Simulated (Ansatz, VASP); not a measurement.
# HfB: VASP beside Ansatz

```
Hf B
1.0
     0.00000    2.31000    2.31000
     2.31000    0.00000    2.31000
     2.31000    2.31000    0.00000
Hf B
1 1
Direct
  0.50000 0.50000 0.50000
  0.00000 0.00000 0.00000
```

Alike in both runs: task relaxation of cell and atoms; functional revPBE; dispersion D3(BJ); k mesh 5 × 5 × 5; no spin polarisation.

|  | VASP | Ansatz |
| --- | --- | --- |
| version | VASP 6.6.1 | Ansatz 0.2.0 |
| potentials or method | VASP PAW PBE potentials, release 64 (Hf_pv, B) | plane waves, PAW |
| plane-wave cutoff (eV) | 600 | 530 |
| occupations | methfessel-paxton of order 1, width 0.1 eV | cold |
| valence electrons in the cell | 13 | 29 |

|  | VASP | Ansatz | Ansatz less VASP |
| --- | --- | --- | --- |
| relaxed volume (Å³/atom) | 13.73 | 13.71 | -0.018 |
| relaxed cell length with the largest relative difference (Å) | 3.386 | 3.385 | -0.0015 |
| energy change over the relaxation (meV/atom) | -97 | -93 | +3.7 |

The two sets of potentials don't hold the same shells in valence.

Caveats: the k mesh is coarse (spacing up to 0.47 Å⁻¹), so the values aren't converged; the PAW data sets were made with another functional, which shifts forces and pressure a little (VASP); the volume moved by +11 % from the deposited cell, more than functionals usually miss; pairwise dispersion overbinds metals, which lowers pressure and volume. The runs have no spin-orbit coupling, so splittings on Hf are missing. Zero-point motion and thermal expansion aren't in these numbers.
